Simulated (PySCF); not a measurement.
A run of PySCF 2.14.0 is set up as follows.

The input run.py:

```python
import json
import numpy as np
from pyscf.pbc import gto, scf, dft, df
from pyscf.pbc.tools import pyscf_ase
from ase.io import read

atoms = read('As.xyz')
cell = pyscf_ase.cell_from_ase(atoms)
cell.basis = 'DZVP-MOLOPT-MGGA-GTH-q5'
cell.pseudo = 'GTH-MGGA-q5'
cell.ke_cutoff = 50  # hartree
cell.exp_to_discard = 0.02
cell.precision = 1e-08
cell.max_memory = 5880  # MB
cell.verbose = 4
cell.build()

res = {}
kpts = cell.make_kpts([7, 7, 7])
mf = dft.KRKS(cell, kpts, xc='pbe')
mf = mf.multigrid_numint()
mf = mf.smearing(sigma=0.00183747, method='fermi')  # hartree
mf.conv_tol = 1e-07
mf.max_cycle = 60

atoms.calc = pyscf_ase.PySCF(method=mf)
print('ASE energy = %.8f eV' % atoms.get_potential_energy())
mf = atoms.calc.method_scan
res.update(converged=bool(mf.converged), e_tot=mf.e_tot, nelec=cell.nelectron, nao=cell.nao, mesh=list(map(int, cell.mesh)), a=cell.lattice_vectors().tolist(), coords=cell.atom_coords().tolist(),
           mo_energy=[np.real(x).tolist() for x in mf.mo_energy], mo_occ=[np.real(x).tolist() for x in mf.mo_occ])
res.update(e_free=mf.e_free, e_zero=mf.e_zero)
res.update(kpts=cell.get_scaled_kpts(kpts).tolist())
res['parts'] = {k: float(np.real(v)) for k, v in mf.scf_summary.items() if np.isscalar(v)}
json.dump(res, open('results.json', 'w'))
if not mf.converged:
    raise SystemExit('SCF not converged')

print('levels (eV)')
for i, kp in enumerate(res['kpts'][:40]):
    print('k %7.4f %7.4f %7.4f  ' % tuple(kp), ' '.join('%.3f' % (x * 27.211386) for x in res['mo_energy'][i][:10]))

# Mulliken populations
dm, s = np.asarray(mf.make_rdm1()), np.asarray(mf.get_ovlp())
sites = cell.aoslice_by_atom()[:, 2:]
tot = np.einsum('kij,kji->i', dm, s).real / len(kpts)
res['mulliken'] = [cell.atom_charge(i) - tot[a0:a1].sum() for i, (a0, a1) in enumerate(sites)]
print('Mulliken charges', np.round(res['mulliken'], 5))

# density of states, Gaussians of 0.15 eV
e = np.asarray(mf.mo_energy).real.reshape(1, -1) * 27.211386
ef = mf.get_fermi()
ef = np.max(ef) * 27.211386
x = np.arange(-15, 10.01, 0.1) + round(ef, 1)
dos = np.exp(-((x[:, None, None] - e) / 0.15) ** 2 / 2).sum(-1).T / (0.15 * np.sqrt(2 * np.pi) * len(kpts)) * 2
res.update(dos_e=x.tolist(), dos=dos.tolist())
for a, b in zip(x[::5], dos.T[::5]):
    print('%8.2f' % a, ' '.join('%9.4f' % y for y in b))
res['done'] = True
json.dump(res, open('results.json', 'w'))
```

File As.xyz:

```xyz
2
Lattice="1.8807968987 1.0858785957 3.5140619945 -1.8807968987 1.0858785957 3.5140619945 0.0000000000 -2.1717571915 3.5140619945" Properties=species:S:1:pos:R:3 pbc="T T T"
As     0.0000000000      0.0000000000      2.3825340323
As     0.0000000000     -0.0000000001      8.1596519512
```

Potentials or basis: DZVP-MOLOPT-MGGA/GTH-MGGA (UZH) (potentials made for SCAN).

The run is started by

```sh
$ OMP_NUM_THREADS=4 python -u run.py > log
```

Question: Predict the band gap on the k mesh.

Answer: None (metal or under the smearing width).

States per cell in windows of 0.5 eV (zero at the Fermi level; states under -8 eV left out):
```
from (eV)  total
     -8.0   0.13
     -7.5   0.01
     -7.0   0.07
     -6.5   0.13
     -6.0   0.47
     -5.5   0.34
     -5.0   0.54
     -4.5   0.54
     -4.0   0.73
     -3.5   0.70
     -3.0   0.71
     -2.5   0.57
     -2.0   0.47
     -1.5   0.43
     -1.0   0.25
     -0.5   0.12
      0.0   0.09
      0.5   0.40
      1.0   0.80
      1.5   0.88
      2.0   0.60
      2.5   0.63
      3.0   0.63
      3.5   0.57
      4.0   0.55
      4.5   0.27
      5.0   0.19
      5.5   0.31
      6.0   0.28
      6.5   0.42
      7.0   0.62
      7.5   0.46
```

Caveat: the basis of atomic orbitals isn't converged, which shifts pressures, moduli and gaps.
